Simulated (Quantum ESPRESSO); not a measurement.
Runs of Quantum ESPRESSO 7.5 on Eu. Symmetry: Im-3m, No. 229, cubic system. The conventional cell has a = 4.606 Å, b = 4.606 Å, c = 4.606 Å, α = 90.00°, β = 90.00°, γ = 90.00°. Eu (site symmetry m-3m) is surrounded by 8 Eu at 3.99 Å. 

```csv
task,level,potentials or basis,U,k mesh,cutoff (eV),smearing,start of the occupations,hubbard projectors,q mesh,form of the LDA correlation,iterations,gap on the mesh (eV),pressure (GPa),moment (μB)
Hubbard U by linear response,PBE+U,SSSP 1.3 efficiency PBE,Eu f U = 6 eV,6 × 6 × 6,748,methfessel-paxton 0.136 eV,default,atomic,1 × 1 × 1,-,-,none,-0.7,(c)
Hubbard U by linear response,LDA+U,JTH 2.0 LDA,Eu f U = 0.0001 eV,6 × 6 × 6,680,gaussian 0.272 eV,default,ortho-atomic,1 × 1 × 1,PW92,-,none,(a),7.36
Wannier functions,PBE,JTH 2.0 PBE,-,6 × 6 × 6,680,fermi-dirac 0.05 eV,-,-,-,-,0,none,-2.3,7.49
Wannier functions,PBE,JTH 2.0 PBE,-,6 × 6 × 6,707,fermi-dirac 0.05 eV,-,-,-,-,-,none,-2.3,7.49
single point,PBEsol,SSSP 1.3 efficiency PBE,-,8 × 8 × 8,748,fermi-dirac 0.05 eV,-,-,-,-,-,none,-3.1,7.39
single point,PBE,SSSP 1.3 efficiency PBE,-,8 × 8 × 8,748,fermi-dirac 0.05 eV,-,-,-,-,-,none,-2.1,(b)
```

Alike in all rows: spin collinear, ferromagnetic start; cell as given.

Task: Estimate the missing entries.

Result: (a) -4.3; (b) 7.38; (c) 7.51.

Caveats: spin-orbit coupling is left out, which moves the levels of the heavy elements; the computed U isn't converged in cell size (some runs); the Wannier minimisation didn't converge (some runs); the potentials were made for another functional, which shifts forces and pressure (some runs).

A k mesh can miss the band edges, and the runs leave out spin-orbit coupling on Eu.

A gap of «none» marks a metal or a gap under the smearing width.

Not every run made on this cell is shown here.
